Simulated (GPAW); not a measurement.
Crystal: Nb3Sn.

```
Sn Nb
1.0
     5.28210    0.00000    0.00000
     0.00000    5.28210    0.00000
     0.00000    0.00000    5.28210
Sn Nb
2 6
Direct
  0.50000 0.50000 0.50000
  0.00000 0.00000 0.00000
  0.00000 0.50000 0.25000
  0.00000 0.50000 0.75000
  0.50000 0.25000 0.00000
  0.75000 0.00000 0.50000
  0.50000 0.75000 0.00000
  0.25000 0.00000 0.50000
```

| Item | Value |
| --- | --- |
| Program | GPAW 26.7.0 |
| Task | relaxation of cell and atoms |
| Functional | PBEsol |
| Dispersion | D3 |
| Potentials or basis | PAW data sets generated in the run's folder for this functional |
| Cutoff | 600 eV |
| Basis | pw |
| k mesh | 4 × 4 × 4 |
| Occupations | fermi-dirac, width 0.05 eV |
| Spin | no spin polarisation |

At the start: pressure -8.1 GPa; volume 18.42 Å³/atom.

Q: How do energy, volume and symmetry change on relaxing?

A: Over 4 steps the energy falls by 23.3 meV/atom and the volume is 17.55 Å³/atom (-4.7 %); space group Pm-3n (No. 223, to 0.05 Å).

The path:
```csv
step,energy change (eV),largest force (eV/Å),pressure (GPa),volume (Å³)
1,0.0000,0.0000,-8.11,147.37
2,-0.0357,0.0000,-7.35,146.64
3,-0.1863,0.0000,0.47,140.04
4,-0.1866,0.0000,-0.02,140.41
```

Final structure:
```xyz
8
Lattice="5.1976 0.0000 0.0000 0.0000 5.1976 0.0000 0.0000 0.0000 5.1976" Properties=species:S:1:pos:R:3 pbc="T T T"
Sn    2.5988    2.5988    2.5988
Sn    0.0000    0.0000    0.0000
Nb    0.0000    2.5988    1.2994
Nb    0.0000    2.5988    3.8982
Nb    2.5988    1.2994    0.0000
Nb    3.8982    0.0000    2.5988
Nb    2.5988    3.8982    0.0000
Nb    1.2994    0.0000    2.5988
```

Caveat: later steps reuse the first step's grids; pairwise dispersion overbinds metals, which lowers pressure and volume.
